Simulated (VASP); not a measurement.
# Pd (I4/mmm) in VASP: notebook

Runs on Pd. Level: r2SCAN. Tasks: single point.

Everything below comes from runs of VASP 6.6.1. Logs are shortened: lines on timing, memory, paths and dates and some standing lists are left out, and cuts for length are marked.

## 1. The structure

Symmetry: I4/mmm, No. 139, tetragonal system. Conventional cell: a = 2.739 Å, b = 2.739 Å, c = 4.168 Å, α = 90.00°, β = 90.00°, γ = 90.00°. Pd (site symmetry 4/mmm) is surrounded by 12 Pd at 2.74 to 2.85 Å.

The cell was built by a generator and needn't be a form met in nature.

## 2. Single point, r2SCAN

Input file POSCAR:

```
Pd
1.0
   -1.3696734646      1.3696734646      2.0837583665
    1.3696734646     -1.3696734646      2.0837583665
    1.3696734646      1.3696734646     -2.0837583665
Pd
1
Direct
    0.0000000000      0.0000000000      0.0000000000
```

Input file INCAR.step1:

```
SYSTEM = Pd
PREC = Accurate ; ENCUT = 520
ISMEAR = 0 ; SIGMA = 0.1
LREAL = .FALSE. ; LASPH = .TRUE.
NELM = 100 ; NBANDS = 11
GGA = PE ; ALGO = Normal
EDIFF = 1E-4 ; LWAVE = .TRUE.
LCHARG = .FALSE.
```

Input file INCAR.step2:

```
SYSTEM = Pd
PREC = Accurate ; ENCUT = 520
EDIFF = 1E-6 ; ISMEAR = 0
SIGMA = 0.1 ; LREAL = .FALSE.
LASPH = .TRUE. ; NELM = 100
ALGO = Normal ; ISIF = 2
LWAVE = .FALSE. ; LCHARG = .FALSE.
METAGGA = R2SCAN ; LMIXTAU = .TRUE.
NBANDS = 11 ; ISTART = 1
```

Input file KPOINTS:

```
Automatic mesh
0
G
  10 10 10
  0 0 0
```

Potentials or basis: VASP PAW PBE potentials, release 64 (Pd).

Started as:

```console
> cat potpaw_PBE.64/Pd/POTCAR > POTCAR
> cp INCAR.step1 INCAR
> mpirun -np 1 vasp_std > vasp.out
> cp INCAR.step2 INCAR
> mpirun -np 1 vasp_std > vasp.out
```

OUTCAR:

```text
SYSTEM = Pd
   PREC = Accurate
   ENCUT = 520
   EDIFF = 1E-6
   ISMEAR = 0
   LREAL = .FALSE.
   LASPH = .TRUE.
   NELM = 100
   ISIF = 2
   METAGGA = R2SCAN
   ISTART = 1

 ion  position               nearest neighbor table
   1  0.000  0.000  0.000-

  LATTYP: Found a body centered tetragonal cell.
 ALAT       =     2.7393469292
 C/A-ratio  =     1.5213541186

  Lattice vectors:

 A1 = (  -1.3696734646,   1.3696734646,   2.0837583665)
 A2 = (   1.3696734646,  -1.3696734646,   2.0837583665)
 A3 = (   1.3696734646,   1.3696734646,  -2.0837583665)

Analysis of symmetry for initial positions (statically):
=====================================================================
 Subroutine PRICEL returns:
 Original cell was already a primitive cell.

 Routine SETGRP: Setting up the symmetry group for a
 body centered tetragonal supercell.

 Subroutine GETGRP returns: Found 16 space group operations
 (whereof 16 operations were pure point group operations)
 out of a pool of 16 trial point group operations.

The static configuration has the point symmetry D_4h.

Analysis of symmetry for dynamics (positions and initial velocities):
=====================================================================
 Subroutine PRICEL returns:
 Original cell was already a primitive cell.

 Routine SETGRP: Setting up the symmetry group for a
 body centered tetragonal supercell.

 Subroutine GETGRP returns: Found 16 space group operations
 (whereof 16 operations were pure point group operations)
 out of a pool of 16 trial point group operations.

The dynamic configuration has the point symmetry D_4h.

 Subroutine INISYM returns: Found 16 space group operations
 (whereof 16 operations are pure point group operations),
 and found     1 'primitive' translations

----------------------------------------------------------------------------------------

                                     Primitive cell

  volume of cell :      15.6366

  direct lattice vectors                    reciprocal lattice vectors
    -1.369673465  1.369673465  2.083758367     0.000000000  0.365050512  0.239951046
     1.369673465 -1.369673465  2.083758367     0.365050512  0.000000000  0.239951046
     1.369673465  1.369673465 -2.083758367     0.365050512  0.365050512  0.000000000

  length of vectors
     2.845006104  2.845006104  2.845006104     0.436850525  0.436850525  0.516259386

  position of ions in fractional coordinates (direct lattice)
     0.000000000  0.000000000  0.000000000

  ion indices of the primitive-cell ions
   primitive index   ion index
                 1           1

----------------------------------------------------------------------------------------

 KPOINTS: Automatic mesh

Automatic generation of k-mesh.
 Grid dimensions read from file:
 generate k-points for:   10   10   10

 Generating k-lattice:

  Cartesian coordinates                     Fractional coordinates (reciprocal lattice)
     0.000000000  0.036505051  0.023995105     0.100000000 -0.000000000  0.000000000
     0.036505051  0.000000000  0.023995105    -0.000000000  0.100000000  0.000000000
     0.036505051  0.036505051  0.000000000     0.000000000  0.000000000  0.100000000

  Length of vectors
     0.043685052  0.043685052  0.051625939

  Shift w.r.t. Gamma in fractional coordinates (k-lattice)
     0.000000000  0.000000000  0.000000000

 Subroutine IBZKPT returns following result:
 ===========================================

 Found    102 irreducible k-points:

 Following reciprocal coordinates:
            Coordinates               Weight
  0.000000  0.000000  0.000000      1.000000
  0.100000 -0.000000  0.000000      8.000000
  0.200000 -0.000000  0.000000      8.000000
  0.300000 -0.000000  0.000000      8.000000
  0.400000 -0.000000  0.000000      8.000000
  0.500000 -0.000000  0.000000      4.000000
[... 16 lines left out ...]
  0.300000  0.300000  0.000000      8.000000
  0.400000  0.300000  0.000000     16.000000
 [... further k-points ...]
   k-points           NKPTS =    102   k-points in BZ     NKDIM =    102   number of bands    NBANDS=     11
   number of dos      NEDOS =    301   number of ions     NIONS =      1
   total plane-waves  NPLWV =  13824
   dimension x,y,z NGX =    24 NGY =   24 NGZ =   24
   dimension x,y,z NGXF=    48 NGYF=   48 NGZF=   48
   ions per type =               1
   NGX,Y,Z   is equivalent  to a cutoff of  14.02, 14.02, 14.02 a.u.
   NGXF,Y,Z  is equivalent  to a cutoff of  28.05, 28.05, 28.05 a.u.
 SYSTEM =  Pd
   PREC   = accura    normal or accurate (medium, high low for compatibility)
   ISTART =      1    job   : 0-new  1-cont  2-samecut
   ICHARG =      0    charge: 1-file 2-atom 10-const
   ISPIN  =      1    spin polarized calculation?
   LNONCOLLINEAR =      F non collinear calculations
   LSORBIT =      F    spin-orbit coupling
   LASPH  =      T    aspherical Exc in radial PAW
   ENCUT  =  520.0 eV  38.22 Ry    6.18 a.u.   5.29  5.29  5.29*2*pi/ulx,y,z
   NELM   =    100;   NELMIN=  2; NELMDL=  0     # of ELM steps
   EDIFF  = 0.1E-05   stopping-criterion for ELM
   LREAL  =      F    real-space projection
   EDIFFG = 0.1E-04   stopping-criterion for IOM
   NSW    =      0    number of steps for IOM
   IBRION =     -1    ionic relax: 0-MD 1-quasi-New 2-CG
   NFREE  =      0    steps in history (QN), initial steepest desc. (CG)
   ISIF   =      2    stress and relaxation
   ISYM   =      2    0-nonsym 1-usesym 2-fastsym
   POTIM  = 0.5000    time-step for ionic-motion
   TEBEG  =    0.0;   TEEND  =   0.0 temperature during run
   PSTRESS=    0.0 pullay stress
   NELECT =      10.0000    total number of electrons
   NUPDOWN=      -1.0000    fix difference up-down
   EMIN   =  10.00;   EMAX   =-10.00  energy-range for DOS
   EFERMI =   0.00;   METHOD = LEGACY
   ISMEAR =     0;   SIGMA  =   0.10  broadening in eV -4-tet -1-fermi 0-gaus
   EFERMI_NEDOS =   21; number of points for ismear=-14 and -15
   IALGO  =     38    algorithm
   IMIX   =      4    mixing-type and parameters
     AMIX     =   0.40;   BMIX     =  1.00
     AMIX_MAG =   1.60;   BMIX_MAG =  1.00
  volume/ion in A,a.u.               =      15.64       105.52
  Fermi-wavevector in a.u.,A,eV,Ry     =   1.410461  2.665384 27.067426  1.989400
  Thomas-Fermi vector in A             =   2.532412
   LORBIT       =      0    0 simple, 1 ext, 2 COOP (PROOUT), +10 PAW based schemes
   METAGGA = R2SCAN    functional components
   LHFCALC =     F    Hartree Fock is set to
   AEXX    =    0.0000 exact exchange contribution
   IVDW    =     0    specifies the selected vdW correction
   LEPSILON=     F    determine dielectric tensor
   LRPA    =     F    only Hartree local field effects (RPA)
 non-spin polarized calculation
 Gauss-broadening in eV      SIGMA  =   0.10
  energy-cutoff  :      520.00
  volume of cell :       15.64
 maximum number of plane-waves:       434
 NGX is ok and might be reduce to    24

 number of electron      10.0000000 magnetization

 Free energy of the ion-electron system (eV)
  ---------------------------------------------------
  ext. energy  EPLUGINS =         0.00000000
  ---------------------------------------------------
  free energy    TOTEN  =       -22.94055234 eV

  energy without entropy =      -22.93003009  energy(sigma->0) =      -22.93529122

 E-fermi :   8.6747     XC(G=0): -13.6929

 val. band max:        8.6685528306   @ k =   0.4000   0.4000   0.0000
 cond. band min:       8.6803698427   @ k =   0.4000  -0.0000   0.0000
 fundamental gap:      0.0118170121
 Fermi energy:         8.6747468243

 k-point     1 :       0.0000    0.0000    0.0000
  band No.  band energies     occupation
      1       1.9403      2.00000
      2       5.5857      2.00000
      3       6.2612      2.00000
      4       6.2612      2.00000
      5       7.1243      2.00000
      6       7.7888      2.00000
      7      26.7212      0.00000
      8      30.2638      0.00000
      9      31.3922      0.00000
     10      31.7782      0.00000
     11      31.7782      0.00000

 k-point     2 :       0.1000   -0.0000    0.0000
  band No.  band energies     occupation
      1       2.2924      2.00000
      2       5.6436      2.00000
      3       6.1994      2.00000
      4       6.3716      2.00000
      5       7.1174      2.00000
      6       7.7124      2.00000
      7      26.9663      0.00000
      8      29.1653      0.00000
      9      31.1534      0.00000
     10      31.4310      0.00000
     11      32.1176      0.00000

 k-point     3 :       0.2000   -0.0000    0.0000
  band No.  band energies     occupation
      1       3.1753      2.00000
      2       5.7559      2.00000
      3       6.1068      2.00000
      4       6.5650      2.00000
      5       7.3052      2.00000
      6       7.6380      2.00000
      7      25.2719      0.00000
      8      27.8096      0.00000
      9      31.3973      0.00000
     10      31.8994      0.00000
     11      32.8164      0.00000

 k-point     4 :       0.3000   -0.0000    0.0000
  band No.  band energies     occupation
      1       3.7892      2.00000
      2       5.9162      2.00000
      3       6.5122      2.00000
      4       6.6590      2.00000
      5       7.8761      2.00000
      6       7.9013      2.00000
      7      21.5089      0.00000
      8      27.0842      0.00000
      9      31.3959      0.00000
     10      31.8501      0.00000
     11      32.6696      0.00000
[... 239 lines left out ...]
 k-point    22 :      -0.2000    0.2000    0.0000
  band No.  band energies     occupation
      1       3.6621      2.00000
      2       5.3498      2.00000
      3       6.5556      2.00000
      4       6.8990      2.00000
      5       6.9861      2.00000
      6       7.7057      2.00000
      7      27.9953      0.00000
      8      28.0689      0.00000
      9      28.3803      0.00000
     10      28.8579      0.00000
     11      31.3689      0.00000

 k-point    23 :       0.3000    0.3000    0.0000
  band No.  band energies     occupation
      1       4.8800      2.00000
      2       5.5054      2.00000
      3       5.9283      2.00000
      4       7.1419      2.00000
      5       7.8807      2.00000
      6      12.9461      0.00000
      7      19.6105      0.00000
      8      20.7877      0.00000
      9      27.0776      0.00000
     10      28.9812      0.00000
     11      31.4356      0.00000

 k-point    24 :       0.4000    0.3000    0.0000
  band No.  band energies     occupation
      1       4.4696      2.00000
      2       5.0642      2.00000
      3       6.5542      2.00000
      4       7.3485      2.00000
      5       8.4381      1.99918
      6      15.2994      0.00000
      7      16.4862      0.00000
      8      21.4509      0.00000
      9      25.3713      0.00000
     10      28.7742      0.00000
     11      31.4389      0.00000

 [... further k-points ...]

------------------------ aborting loop because EDIFF is reached ----------------------------------------

  FORCE on cell =-STRESS in cart. coord.  units (eV):
  Direction    XX          YY          ZZ          XY          YZ          ZX
  --------------------------------------------------------------------------------------
  -------------------------------------------------------------------------------------
  Total       -0.5610951     -0.5610951     -0.8876705      0.0000000     -0.0000000      0.0000000
  in kB      -57.4917645    -57.4917645    -90.9538236      0.0000000     -0.0000000      0.0000000
  external PRESSURE =     -68.6457842 kB  Pullay stress =       0.0000000 kB

 VOLUME and BASIS-vectors are now :
 -----------------------------------------------------------------------------
  energy-cutoff  :      520.00
  volume of cell :       15.64
      direct lattice vectors                 reciprocal lattice vectors
    -1.369673465  1.369673465  2.083758367     0.000000000  0.365050512  0.239951046
     1.369673465 -1.369673465  2.083758367     0.365050512  0.000000000  0.239951046
     1.369673465  1.369673465 -2.083758367     0.365050512  0.365050512  0.000000000

 POSITION                                       TOTAL-FORCE (eV/Angst)
 -----------------------------------------------------------------------------------
      0.00000      0.00000      0.00000        -0.000000      0.000000      0.000000
 -----------------------------------------------------------------------------------
    total drift:                               -0.000000      0.000000      0.000000

  FREE ENERGIE OF THE ION-ELECTRON SYSTEM (eV)
  ---------------------------------------------------
  free  energy   TOTEN  =       -22.9405523416 eV

  energy  without entropy=      -22.9300300925  energy(sigma->0) =      -22.93529122
```

Wall time 43 s (1 thread of Intel Xeon Platinum 8488C (Sapphire Rapids), shared host); peak memory 0.15 GiB.

Results:

```yaml
Free_energy: -22.9406 eV
Pressure: -6.9 GPa
Band_gap_on_the_k_mesh: none (metal or under the smearing width)
```

Levels at points of the mesh, in eV from the Fermi level:
```
           k point  band 1  band 2  band 3  band 4  band 5  band 6  band 7  band 8  band 9  band 10
(0.00, 0.00, 0.00)   -6.73   -3.09   -2.41   -2.41   -1.55   -0.89   18.05   21.59   22.72    23.10
(0.50, 0.00, 0.00)   -4.97   -3.00   -2.43   -0.18    0.09    1.42    7.27   17.09   21.00    22.36
(0.50, 0.50, 0.00)   -5.06   -4.76   -0.13    0.02    0.54    4.14   11.36   13.02   13.31    21.20
(0.50, 0.50, 0.50)   -5.04   -4.82   -0.08    0.24    0.24    2.77    9.42   14.52   14.52    22.10
```

Caveat: the PAW data sets were made with another functional, which shifts forces and pressure a little.

## 3. Single point, r2SCAN

This run uses another cell than the first one: it holds 2 atoms, not 1.

Input file POSCAR:

```
Pd
1.0
    2.7380924977      0.0000000000      0.0000000000
   -1.3690462488      2.3712576609      0.0000000000
    0.0000000000      0.0000000000      4.6184201668
Pd
2
Direct
    0.6666666667      0.3333333333      0.7500000000
    0.3333333333      0.6666666667      0.2500000000
```

Input file INCAR.step1:

```
ALGO = Normal
EDIFF = 1E-4
ENCUT = 520
GGA = PE
ISMEAR = 0
LASPH = T
LCHARG = F
LREAL = F
LWAVE = T
NBANDS = 17
NELM = 100
PREC = Accurate
SIGMA = 0.1
```

Input file INCAR.step2:

```
ALGO = Normal
EDIFF = 1E-7
ENCUT = 520
ISIF = 2
ISMEAR = 0
ISTART = 1
LASPH = T
LCHARG = T
LELF = T
LMIXTAU = T
LREAL = F
LVHAR = T
LWAVE = F
METAGGA = R2SCAN
NBANDS = 17
NELM = 100
PREC = Accurate
SIGMA = 0.1
```

Input file KPOINTS:

```
k-points
0
Gamma
  24 24 12
```

Potentials or basis: VASP PAW PBE potentials, release 64 (Pd).

Started as:

```console
> cat potpaw_PBE.64/Pd/POTCAR > POTCAR
> cp INCAR.step1 INCAR
> mpirun -np 1 vasp_std > vasp.out
> cp INCAR.step2 INCAR
> mpirun -np 1 vasp_std > vasp.out
```

Wall time 10 min (1 thread of Intel Xeon Platinum 8488C (Sapphire Rapids), shared host); peak memory 0.29 GiB.

It converged, with:

```
Free energy            : -45.8340 eV
Pressure               : 0.7 GPa
Band gap on the k mesh : none (metal or under the smearing width)
```

Stress tensor (GPa, compression positive):
```
0.75 0.00 0.00
0.00 0.75 0.00
0.00 0.00 0.61
```

Levels at points of the mesh, in eV from the Fermi level:
```
           k point  band 6  band 7  band 8  band 9  band 10  band 11  band 12  band 13  band 14  band 15
(0.00, 0.00, 0.00)   -2.44   -2.44   -1.65   -1.65    -0.27    -0.27     1.05     7.07    18.09    19.40
(0.50, 0.00, 0.00)   -2.17   -1.66   -0.03    0.05     0.23     2.85     4.86    10.11    10.35    13.53
(0.00, 0.00, 0.50)   -2.80   -2.80   -2.80   -0.73    -0.73    -0.73    -0.73    14.37    14.37    18.59
(0.50, 0.00, 0.50)   -1.55   -0.44   -0.44    0.16     0.16     2.94     2.94     8.64     8.64    16.97
```

Caveat: the PAW data sets were made with another functional, which shifts forces and pressure a little.

## 4. Single point, r2SCAN

This run uses another cell than the first one, of 15.55 Å³/atom, 0.994 times its volume.

Input file POSCAR:

```
Pd
1.0
   -1.5722810000      1.5722810000      1.5722810000
    1.5722810000     -1.5722810000      1.5722810000
    1.5722810000      1.5722810000     -1.5722810000
Pd
1
Direct
    0.0000000000      0.0000000000      0.0000000000
```

Input file INCAR.step1:

```
ALGO = Normal ; EDIFF = 1E-4
ENCUT = 520 ; GGA = PE
ISMEAR = 0 ; LASPH = T
LCHARG = F ; LREAL = F
LWAVE = T ; NBANDS = 11
NELM = 100 ; PREC = Accurate
SIGMA = 0.1
```

Input file INCAR.step2:

```
ALGO = Normal ; EDIFF = 1E-6
ENCUT = 520 ; ISIF = 2
ISMEAR = 0 ; ISTART = 1
LASPH = T ; LCHARG = F
LMIXTAU = T ; LREAL = F
LWAVE = F ; METAGGA = R2SCAN
NBANDS = 11 ; NELM = 100
PREC = Accurate ; SIGMA = 0.1
```

Input file KPOINTS:

```
k-points
0
Gamma
  8 8 8
```

Started as:

```console
> cat potpaw_PBE.64/Pd/POTCAR > POTCAR
> cp INCAR.step1 INCAR
> mpirun -np 1 vasp_std > vasp.out
> cp INCAR.step2 INCAR
> mpirun -np 1 vasp_std > vasp.out
```

Wall time 15 s (1 thread of Intel Xeon Platinum 8488C (Sapphire Rapids), shared host); peak memory 0.12 GiB.

Results (log left out):

```yaml
Free_energy: -22.8798 eV
Pressure: -4.8 GPa
Band_gap_on_the_k_mesh: none (metal or under the smearing width)
```

Levels at points of the mesh, in eV from the Fermi level:
```
           k point  band 1  band 2  band 3  band 4  band 5  band 6  band 7  band 8  band 9  band 10
(0.00, 0.00, 0.00)   -6.73   -2.78   -2.78   -2.78   -0.93   -0.93   20.25   20.25   20.25    22.79
(0.50, 0.00, 0.00)   -5.00   -3.92   -0.99   -0.72    0.60    1.81    7.95   15.83   18.24    22.76
(0.50, 0.50, 0.50)   -4.97   -4.97    0.24    0.24    0.24    9.63    9.63    9.63   17.69    17.83
```

Caveat: the PAW data sets were made with another functional, which shifts forces and pressure a little.

## 5. Single point, r2SCAN

This run uses another cell than the first one, of 14.97 Å³/atom, 0.957 times its volume.

Input file POSCAR:

```
Pd
1.0
   -1.3798164377      1.3798164377      1.9650549830
    1.3798164377     -1.3798164377      1.9650549830
    1.3798164377      1.3798164377     -1.9650549830
Pd
1
Direct
    0.0000000000      0.0000000000      0.0000000000
```

Input file INCAR.step1:

```
SYSTEM = Pd
  PREC = Accurate
  ENCUT = 520
  ISMEAR = 0
  SIGMA = 0.1
  LREAL = .FALSE.
  LASPH = .TRUE.
  NELM = 100
  NBANDS = 11
  GGA = PE
  ALGO = Normal
  EDIFF = 1E-4
  LWAVE = .TRUE.
  LCHARG = .FALSE.
```

Input file INCAR.step2:

```
SYSTEM = Pd
  PREC = Accurate
  ENCUT = 520
  EDIFF = 1E-7
  ISMEAR = 0
  SIGMA = 0.1
  LREAL = .FALSE.
  LASPH = .TRUE.
  NELM = 100
  ALGO = Normal
  ISIF = 2
  LWAVE = .FALSE.
  LCHARG = .FALSE.
  METAGGA = R2SCAN
  LMIXTAU = .TRUE.
  NBANDS = 11
  ISTART = 1
```

Input file KPOINTS:

```
regular mesh
0
G
  8 8 8
  0 0 0
```

Started as:

```console
> cat potpaw_PBE.64/Pd/POTCAR > POTCAR
> cp INCAR.step1 INCAR
> mpirun -np 1 vasp_std > vasp.out
> cp INCAR.step2 INCAR
> mpirun -np 1 vasp_std > vasp.out
```

Run time: 38 s. Hardware: 1 thread of Intel Xeon Platinum 8488C (Sapphire Rapids), shared host; peak memory 0.15 GiB.

Results (log left out):

```
Free energy            : -22.9340 eV
Pressure               : 0.9 GPa
Band gap on the k mesh : none (metal or under the smearing width)
```

Stress tensor (GPa, compression positive):
```
0.97 0.00 0.00
0.00 0.97 0.00
0.00 0.00 0.68
```

Levels at points of the mesh, in eV from the Fermi level:
```
           k point  band 3  band 4  band 5  band 6  band 7  band 8
(0.00, 0.00, 0.00)   -2.90   -2.90   -1.38   -1.31   17.91   22.53
(0.50, 0.00, 0.00)   -2.96   -0.12   -0.09    1.22    7.51   17.29
(0.50, 0.50, 0.00)   -0.16    0.21    0.26    3.61   11.13   13.68
(0.50, 0.50, 0.50)   -0.16    0.23    0.23    3.47   10.94   13.83
```

Caveat: the k mesh is coarse (spacing up to 0.40 Å⁻¹), so the values aren't converged; the PAW data sets were made with another functional, which shifts forces and pressure a little.

## 6. The runs side by side

| cell | k mesh | mesh quality | gap on the mesh (eV) | pressure (GPa) |
| --- | --- | --- | --- | --- |
| I4/mmm, 15.64 Å³/atom | 10 × 10 × 10 | not flagged | none | -6.9 |
| P6_3/mmc, 14.99 Å³/atom | 24 × 24 × 12 | not flagged | none | 0.7 |
| Im-3m, 15.55 Å³/atom | 8 × 8 × 8 | not flagged | none | -4.8 |
| I4/mmm, 14.97 Å³/atom | 8 × 8 × 8 | coarse | none | 0.9 |

Alike in all rows: task single point; level r2SCAN; potentials or basis VASP PAW PBE potentials, release 64 (Pd); no spin polarisation; cutoff (eV) 520; smearing gaussian 0.1 eV.

Caveats: some runs use coarse meshes; the PAW data sets were made with another functional, which shifts forces and pressure a little.

Total energies depend on the potentials used, so only differences within one code and one set of settings carry meaning.
